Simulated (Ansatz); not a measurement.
# Ge3S4: what a guessed cell relaxes into, part 2 of 2

The task: take a trial cell of Ge3S4 to zero force and stress.

Ansatz 0.2.0; DFT PBE, scalar-relativistic, plane waves, PAW.

## (4) Final relaxation

The end of the coarse run is made exact in the group found at a tolerance of 0.06 Å and reduced to its primitive cell.

File input.yaml:

```yaml
crystal:
  lattice:
    - [-3.2047399183, 3.2047399183, 3.2047399183]
    - [3.2047399183, -3.2047399183, 3.2047399183]
    - [3.2047399183, 3.2047399183, -3.2047399183]
  atoms:
    - { symbol: Ge, position: [0.0, 0.5, 0.5] }
    - { symbol: Ge, position: [0.5, 0.0, 0.5] }
    - { symbol: Ge, position: [0.5, 0.5, 0.0] }
    - { symbol: S, position: [0.5, 0.5, 0.5] }
    - { symbol: S, position: [0.0, 0.0, 0.5] }
    - { symbol: S, position: [0.0, 0.5, 0.0] }
    - { symbol: S, position: [0.5, 0.0, 0.0] }
basis:
  ecutwfc: 420
kpoints:
  mp_grid: { grid: [8, 8, 8] }
hamiltonian:
  xc: pbe
scf:
  occupations: { method: gaussian, width: 0.1 }
output:
  forces: true
  stress: true
  eigenvalues: true
relax:
  adjacent_minimum: "off"
  f_tol: 0.01
  max_steps: 80
  cell: { stress_tol: 0.05 }
```

Run with:

```
> ansatz run input.yaml --threads 1 --pin off --max-ram 2048MiB --backend cpu --events-out ev --progress --plain --runs-dir out
```

What it wrote:

```text
Warning: RAYON_NUM_THREADS=1 ignored (pool sized by the plan → 1); use --threads N
Engine: ansatz 0.2.0, x86_64-unknown-linux-gnu
Pseudopotentials: kind: paw
Pseudopotential: Ge, paw, valence charge 14, recommended cutoff 420 eV (normal), Ge.paw.azcp
Pseudopotential: S, paw, valence charge 6, recommended cutoff 420 eV (normal), S.paw.azcp
Functional definition: PBE
  parameter kappa = 0.804
  parameter beta = 0.06672455060314922
  exchange = pbe_x(kappa = kappa, mu = beta*pi^2/3)
  correlation = pbe_c(beta = beta)
Crystal: 7 atoms, lattice volume = 131.655 Å³
Basis set: ecut = 420 eV, 2587 PW (Γ), exchange–correlation on 80×80×80 points (8 copies of the dense FFT grid, shifted against one another)
Bands: 40, of which v1, the nominal top of the filled ones, is band 33 counted from 1 (32 counted from 0)
Symmetry: 48 space group operations
Space group: Im-3m (ITA 229), of the structure as read, at distance tolerance 5.1e-5 Å
k-points: 29 of 512
Non-local potential: Ge, projectors of the file, l = 0: 2, l = 1: 2, l = 2: 3, l = 3: 1
Non-local potential: S, projectors of the file, l = 0: 2, l = 1: 2, l = 2: 2
PAW form: soft (Blöchl's): semilocal exchange-correlation on the pseudo side does not see the compensation charge
PAW one-centre angular grid: Ge, 590 points (default); XC on 64 Gauss nodes
PAW one-centre angular grid: S, 110 points (default); XC on 64 Gauss nodes
Initial density: superposition of atomic densities (neutral atoms: chi_scale 0, normalization atom), corrected by the library's trained network
Initial wavefunctions: pseudopotential atomic-orbital guess
Functional: x = pbe(κ = 0.804, μ = 0.2195149727645171), c = pbe(β = 0.06672455060314922)
SCF iter   1: F=—  HF=-16491.178474 eV  |F-HF|=—  |Δ(HF+E_count)|=         —  Δρ=2.11e-3  dr2=3.84e-3  ethr=1.77e-3  ⟨swp⟩=7.1  Hψ=4568  notcnv=0  defer=3
preconditioner: auto → LDOS  [metal: Δε(μ)=0.010 eV  Ē_g=17.063 eV  σ=0.100 eV  W_gap=0.06  n_scr=42 (ndim 8)  ℏωp=26.3 eV  f_vac=0.032  D(μ)=4.44/eV (n_scr^D=42)  β→1.0]
SCF iter   2: F=—  HF=-16491.176122 eV  |F-HF|=—  |Δ(HF+E_count)|=   2.35e-3  Δρ=7.85e-4  dr2=6.46e-4  ethr=5.82e-6  ⟨swp⟩=2.7  Hψ=2408  notcnv=0  defer=2
SCF iter   3: F=—  HF=-16491.175945 eV  |F-HF|=—  |Δ(HF+E_count)|=   1.77e-4  Δρ=1.66e-4  dr2=4.96e-5  ethr=9.79e-7  ⟨swp⟩=2.0  Hψ=2062  notcnv=0  defer=2
SCF iter   4: F=—  HF=-16491.175957 eV  |F-HF|=—  |Δ(HF+E_count)|=   1.16e-5  Δρ=7.19e-5  dr2=3.84e-6  ethr=7.52e-8  ⟨swp⟩=2.0  Hψ=2065  notcnv=0  defer=2
SCF iter   5: F=—  HF=-16491.175957 eV  |F-HF|=—  |Δ(HF+E_count)|=   1.32e-7  Δρ=1.36e-5  dr2=2.15e-7  ethr=5.83e-9  ⟨swp⟩=2.0  Hψ=2056  notcnv=0  defer=2
SCF iter   6: F=-16491.175957 eV  HF=-16491.175957 eV  |F-HF|=1.26e-8  |Δ(HF+E_count)|=   3.22e-7  Δρ=3.32e-6  dr2=1.96e-8  ethr=1.52e-10  ⟨swp⟩=8.3  Hψ=4569  notcnv=0
SCF 1 converged in 6 iterations: F = -16491.175957 eV  dr2 = 1.96e-8
relax step   1: F+E_penalty+E_count = -16491.17595721 eV  Δ(F+E_penalty+E_count) = +0.000e0 eV  max|allowed force component| = 1.184e-28 eV/Å  Δτ_max = 0.0000 Å  P = +1.714 GPa  Ω = 131.655 Å³  (6 SCF iters, dr2 threshold 1.00e-7 eV, accepted)
Crystal: 7 atoms, lattice volume = 136.304 Å³
Basis set: ecut = 420 eV, 2659 PW (Γ), exchange–correlation on 80×80×80 points (8 copies of the dense FFT grid, shifted against one another)
Initial density: handed on by an earlier stage of this run
Initial wavefunctions: those handed on with the density
iter 1 solved again at ethr=5.81e-6 eV; its pass at ethr=3.10e-3 eV (dr2=3.83e-3 eV) is discarded
SCF iter   1: F=—  HF=-16491.194158 eV  |F-HF|=—  |Δ(HF+E_count)|=         —  Δρ=1.08e-3  dr2=3.89e-3  ethr=5.81e-6  ⟨swp⟩=1.6  Hψ=5282  notcnv=0
preconditioner: auto → LDOS  [metal: Δε(μ)=0.027 eV  Ē_g=16.934 eV  σ=0.100 eV  W_gap=0.15  n_scr=42 (ndim 8)  ℏωp=25.8 eV  f_vac=0.033  D(μ)=3.74/eV (n_scr^D=18)  β→1.0]
SCF iter   2: F=—  HF=-16491.193485 eV  |F-HF|=—  |Δ(HF+E_count)|=   6.73e-4  Δρ=4.64e-4  dr2=4.11e-4  ethr=5.81e-6  ⟨swp⟩=2.4  Hψ=1905  notcnv=0
SCF iter   3: F=—  HF=-16491.193411 eV  |F-HF|=—  |Δ(HF+E_count)|=   7.35e-5  Δρ=1.46e-4  dr2=2.81e-5  ethr=6.23e-7  ⟨swp⟩=2.0  Hψ=2111  notcnv=0
SCF iter   4: F=—  HF=-16491.193392 eV  |F-HF|=—  |Δ(HF+E_count)|=   1.96e-5  Δρ=3.62e-5  dr2=1.61e-6  ethr=4.26e-8  ⟨swp⟩=2.0  Hψ=2096  notcnv=0
SCF iter   5: F=-16491.193391 eV  HF=-16491.193391 eV  |F-HF|=1.38e-8  |Δ(HF+E_count)|=   7.13e-7  Δρ=9.27e-6  dr2=9.77e-8  ethr=1.06e-9  ⟨swp⟩=5.3  Hψ=4491  notcnv=0
SCF 2 converged in 5 iterations: F = -16491.193391 eV  dr2 = 9.77e-8
relax step   2: F+E_penalty+E_count = -16491.19339104 eV  Δ(F+E_penalty+E_count) = -1.743e-2 eV  max|allowed force component| = 4.784e-29 eV/Å  Δτ_max = 0.0000 Å  P = -0.429 GPa  Ω = 136.304 Å³  energy of the carried Pulay correction = -4.825e-4 eV  (5 SCF iters, dr2 threshold 7.00e-7 eV, accepted)
Crystal: 7 atoms, lattice volume = 135.347 Å³
iter 1 solved again at ethr=2.50e-7 eV; its pass at ethr=3.10e-3 eV (dr2=1.65e-4 eV) is discarded
SCF iter   1: F=—  HF=-16491.194826 eV  |F-HF|=—  |Δ(HF+E_count)|=         —  Δρ=2.16e-4  dr2=1.55e-4  ethr=2.50e-7  ⟨swp⟩=2.0  Hψ=5113  notcnv=0
preconditioner: auto → LDOS  [metal: Δε(μ)=0.035 eV  Ē_g=16.974 eV  σ=0.100 eV  W_gap=0.20  n_scr=42 (ndim 8)  ℏωp=25.9 eV  f_vac=0.032  D(μ)=3.76/eV (n_scr^D=18)  β→1.0]
SCF iter   2: F=—  HF=-16491.194814 eV  |F-HF|=—  |Δ(HF+E_count)|=   1.19e-5  Δρ=9.26e-5  dr2=1.51e-5  ethr=2.35e-7  ⟨swp⟩=3.0  Hψ=2212  notcnv=0
SCF iter   3: F=—  HF=-16491.194810 eV  |F-HF|=—  |Δ(HF+E_count)|=   3.36e-6  Δρ=3.13e-5  dr2=1.22e-6  ethr=2.28e-8  ⟨swp⟩=2.0  Hψ=2108  notcnv=0
SCF iter   4: F=-16491.194809 eV  HF=-16491.194809 eV  |F-HF|=1.97e-8  |Δ(HF+E_count)|=   1.03e-6  Δρ=5.68e-6  dr2=5.43e-8  ethr=6.96e-10  ⟨swp⟩=5.4  Hψ=4539  notcnv=0
SCF 3 converged in 4 iterations: F = -16491.194809 eV  dr2 = 5.43e-8
relax step   3: F+E_penalty+E_count = -16491.19480934 eV  Δ(F+E_penalty+E_count) = -1.418e-3 eV  max|allowed force component| = 4.462e-29 eV/Å  Δτ_max = 0.0000 Å  P = -0.012 GPa  Ω = 135.347 Å³  energy of the carried Pulay correction = -3.846e-4 eV  (4 SCF iters, dr2 threshold 4.59e-7 eV, accepted)
Initial wavefunctions: pseudopotential atomic-orbital guess (no wavefunctions were taken with the density)
iter 1 solved again at ethr=1.98e-7 eV; its pass at ethr=3.10e-3 eV (dr2=1.30e-4 eV) is discarded
SCF iter   1: F=—  HF=-16491.188297 eV  |F-HF|=—  |Δ(HF+E_count)|=         —  Δρ=6.11e-4  dr2=1.13e-5  ethr=1.98e-7  ⟨swp⟩=3.0  Hψ=7395  notcnv=0
preconditioner: auto → LDOS  [metal: Δε(μ)=0.034 eV  Ē_g=16.971 eV  σ=0.100 eV  W_gap=0.19  n_scr=42 (ndim 8)  ℏωp=25.9 eV  f_vac=0.033  D(μ)=3.78/eV (n_scr^D=18)  β→1.0]
SCF iter   2: F=—  HF=-16491.195187 eV  |F-HF|=—  |Δ(HF+E_count)|=   6.89e-3  Δρ=2.33e-5  dr2=7.66e-7  ethr=1.71e-8  ⟨swp⟩=2.1  Hψ=2110  notcnv=0
SCF iter   3: F=—  HF=-16491.195186 eV  |F-HF|=—  |Δ(HF+E_count)|=   6.86e-7  Δρ=1.46e-5  dr2=2.24e-7  ethr=1.16e-9  ⟨swp⟩=2.0  Hψ=2116  notcnv=0
SCF iter   4: F=—  HF=-16491.195186 eV  |F-HF|=—  |Δ(HF+E_count)|=   2.08e-8  Δρ=4.30e-6  dr2=1.57e-8  ethr=3.39e-10  ⟨swp⟩=2.0  Hψ=2094  notcnv=0
SCF iter   5: F=—  HF=-16491.195186 eV  |F-HF|=—  |Δ(HF+E_count)|=   1.01e-9  Δρ=8.60e-7  dr2=8.05e-10  ethr=2.38e-11  ⟨swp⟩=2.0  Hψ=2104  notcnv=0
SCF iter   6: F=-16491.195186 eV  HF=-16491.195186 eV  |F-HF|=1.46e-11  |Δ(HF+E_count)|=  5.09e-11  Δρ=1.14e-7  dr2=1.39e-11  ethr=1.00e-12  ⟨swp⟩=3.6  Hψ=4955  notcnv=0
SCF 4 converged in 6 iterations: F = -16491.195186 eV  dr2 = 1.39e-11
relax step   4: F+E_penalty+E_count = -16491.19518639 eV  Δ(F+E_penalty+E_count) = -3.771e-4 eV  max|allowed force component| = 2.453e-29 eV/Å  Δτ_max = 0.0000 Å  P = -0.013 GPa  Ω = 135.347 Å³  stress off target by 1.29e-2 GPa  SCF on the basis re-selected at this cell (its energy is not comparable with the rows above)  (6 SCF iters)
basis re-selected at this cell: Δ(F+E_penalty+E_count) = -3.771e-4 eV, ΔP = -0.001 GPa vs the last step (what re-selecting the basis moved, of the pressure what is left beyond the Pulay correction that the steps carried, after the strain that the cell walked since its last selection, with what the two solves' SCF thresholds leave and, on support functions, any second-order correction that the steps lacked; it is no measure of the basis error at this ecutwfc). This SCF's stress stands 1.29e-2 GPa from its target on what of the cell is left free (relax.cell.stress_tol is 5.00e-2 GPa) and its largest allowed force component is 2.45e-29 eV/Å (relax.f_tol is 1.00e-2 eV/Å): within both
SCF converged after 6 iterations
Free energy (F): -16491.195186 eV
Harris-Foulkes:  -16491.195186 eV  (|F-HF|=1.46e-11)
Internal energy: -16491.176258 eV  (E = F + TS)
E sigma→0 (E₀):  -16491.185722 eV
Entropy (-TS):   -0.018928 eV (-2.704 meV/atom)
Fermi energy:    7.952596 eV
--- Per-component energies (eV) ---
  E_band       = -421.181543
  E_kinetic    = 748.399168
  E_local      = -7863.778024  (includes V_loc(G=0)·N_el)
  E_nonlocal   = 1356.907623
  E_hartree    = 3402.426743
  E_xc         = -611.300063
  E_vxc        = -537.960983  (∫ρ·V_xc dr)
  E_paw        = -8444.965404  (= ΣΔE_a)
  E_vpaw       = -929.604038  (= ΣTr[D̂ρ^β])
  E_aug_tail   = 0.000928  (compensation charges beyond the density's cutoff)
  E_ewald      = -5078.867229
  E_smearing   = -0.018928  (= −TS)
  E_closure    = 0.000000  (closes the sum)
  Σ components = -16491.195186   (vs F -16491.195186, Δ=0.00e0)
--- Forces (eV/Å), atoms counted from 1 ---
  atom   1  Ge    -0.00000000    -0.00000000     0.00000000
  atom   2  Ge     0.00000000     0.00000000     0.00000000
  atom   3  Ge     0.00000000    -0.00000000     0.00000000
  atom   4  S      0.00000000     0.00000000     0.00000000
  atom   5  S     -0.00000000     0.00000000    -0.00000000
  atom   6  S      0.00000000    -0.00000000     0.00000000
  atom   7  S      0.00000000     0.00000000    -0.00000000
  max |Σ_I F_I| component: 6.94e-29 eV/Å
--- Stress (GPa, compression-positive) ---
       -0.012949      -0.000000       0.000000
       -0.000000      -0.012949       0.000000
       -0.000000       0.000000      -0.012949
  P = ⅓ Tr σ = -0.0129 GPa (-0.129 kbar)
--- Band table (eV; the first three rows and the last of 29) ---
  k-point 0: bands = ["-16.8949", "-16.8949", "-16.8831", "-16.8831", "-16.8831", "-16.8766", "-16.8650", "-16.8650", "-16.8650", "-16.8569", "-16.8569", "-16.8569", "-16.8527", "-16.8527", "-16.8375", "-6.6295", "-3.7119", "-3.7119", "-3.7119", "0.9823", "0.9823", "1.8545", "1.8545", "1.8545", "2.4087", "3.1719", "3.1719", "3.1719", "6.6283", "6.6283", "6.6283", "8.1713", "8.1713", "8.8141", "12.1961", "13.2143", "13.2143", "13.2143", "13.3202", "13.3202"]
  k-point 1: bands = ["-16.8943", "-16.8929", "-16.8825", "-16.8823", "-16.8820", "-16.8760", "-16.8652", "-16.8652", "-16.8652", "-16.8577", "-16.8573", "-16.8573", "-16.8538", "-16.8531", "-16.8391", "-6.5445", "-3.8376", "-3.7558", "-3.7358", "0.4307", "0.6744", "1.9135", "2.0626", "2.1951", "2.6551", "3.3464", "3.4051", "3.6932", "6.3808", "6.6984", "6.7061", "7.9251", "8.0384", "8.6686", "12.4013", "12.5910", "12.6461", "12.6959", "13.3003", "13.3758"]
  k-point 2: bands = ["-16.8928", "-16.8873", "-16.8808", "-16.8800", "-16.8787", "-16.8741", "-16.8659", "-16.8659", "-16.8657", "-16.8601", "-16.8583", "-16.8581", "-16.8568", "-16.8550", "-16.8432", "-6.2940", "-4.2077", "-3.8558", "-3.7919", "-0.0233", "0.2618", "1.2392", "2.6399", "2.6898", "3.5279", "3.8420", "4.0553", "4.6921", "5.8449", "6.8994", "7.0648", "7.2199", "7.5452", "8.3668", "10.9586", "11.3546", "11.9491", "12.5001", "12.6788", "12.9514"]
  k-point 28: bands = ["-16.9011", "-16.8817", "-16.8817", "-16.8790", "-16.8790", "-16.8790", "-16.8673", "-16.8673", "-16.8673", "-16.8572", "-16.8564", "-16.8564", "-16.8564", "-16.8441", "-16.8441", "-4.8846", "-4.8846", "-4.8846", "-2.8893", "-1.9972", "-1.9972", "0.7180", "4.6325", "4.6325", "4.6325", "6.1620", "7.1464", "7.1464", "7.1464", "7.5257", "7.5257", "7.5257", "8.0863", "8.0863", "8.0863", "8.9090", "8.9090", "9.8395", "9.8395", "9.8395"]
--- Relaxed structure (3 steps of the walk, 3 accepted, 1 SCFs on fresh bases) ---
  F+E_penalty+E_count = -16491.19518639 eV   max|allowed force component| = 2.453e-29 eV/Å   (the final SCF, on the basis selected at the relaxed cell)
  cell:  # Å, volume = 135.3475 Å³
    - [-3.2344224848821637, 3.2344224848821637, 3.2344224848821637]
    - [3.2344224848821637, -3.2344224848821637, 3.2344224848821637]
    - [3.2344224848821637, 3.2344224848821637, -3.2344224848821637]
  atoms:
    - { symbol: Ge, position: [4.295482268426522e-34, 0.5, 0.5] }
    - { symbol: Ge, position: [0.5, -3.485690511587902e-34, 0.5] }
    - { symbol: Ge, position: [0.5, 0.5, -6.1569251356723e-34] }
    - { symbol: S, position: [0.5, 0.5, 0.5] }
    - { symbol: S, position: [0.0, 0.0, 0.5] }
    - { symbol: S, position: [0.0, 0.5, 0.0] }
    - { symbol: S, position: [0.5, 0.0, 0.0] }
```

It took 10 s on 1 thread of AMD EPYC 9R45 (Zen 5), shared host; peak memory 0.51 GiB.

The steps of the relaxation:

```
step  energy from step 1 (eV/cell)  largest force component (eV/Å)  pressure (GPa)  volume (Å³)
   1                        0.0000                          0.0000            1.71       131.66
   2                       -0.0174                          0.0000           -0.43       136.30
   3                       -0.0189                          0.0000           -0.01       135.35
   4                       -0.0192                          0.0000           -0.01       135.35
```

Step 1 is the start. Step 4 repeats the geometry before it on a plane-wave basis chosen anew for that cell, so its energy need not be comparable with the rows above.

Lengths and angles in the start's conventional setting:

|  | before | after | change |
| --- | --- | --- | --- |
| a (Å) | 6.409 | 6.469 | +0.9 % |
| b (Å) | 6.409 | 6.469 | +0.9 % |
| c (Å) | 6.409 | 6.469 | +0.9 % |
| volume (Å³/atom) | 18.81 | 19.34 | +2.8 % |
| shortest distance (Å) | 2.775 | 2.801 | +0.9 % |
| space group (0.01 Å) | Im-3m | Im-3m | same |

The run keeps the 48 symmetry operations of the start, so it could not have lowered the symmetry.

## (5) Summary of results

What follows sums up all 2 parts. Changes of volume or cell count from the first structure of part 1.

| quantity | value |
| --- | --- |
| symmetry at the end (tolerance 0.05 Å) | space group Im-3m (No. 229) |
| conventional cell | a = 6.469 Å, b = 6.469 Å, c = 6.469 Å, α = 90.00°, β = 90.00°, γ = 90.00° |
| volume | 19.34 Å³/atom |
| energy over the elements | +0.29 eV/atom |
| gap on the mesh | none (metal) |

What this shows: The space group Im-3m (No. 229) is kept, and the volume per atom shrinks by 20.0 % from the first guess. With a positive formation energy it can't be a ground state. No finished test with a distortion of lower symmetry is shown, so the end may be a saddle point.
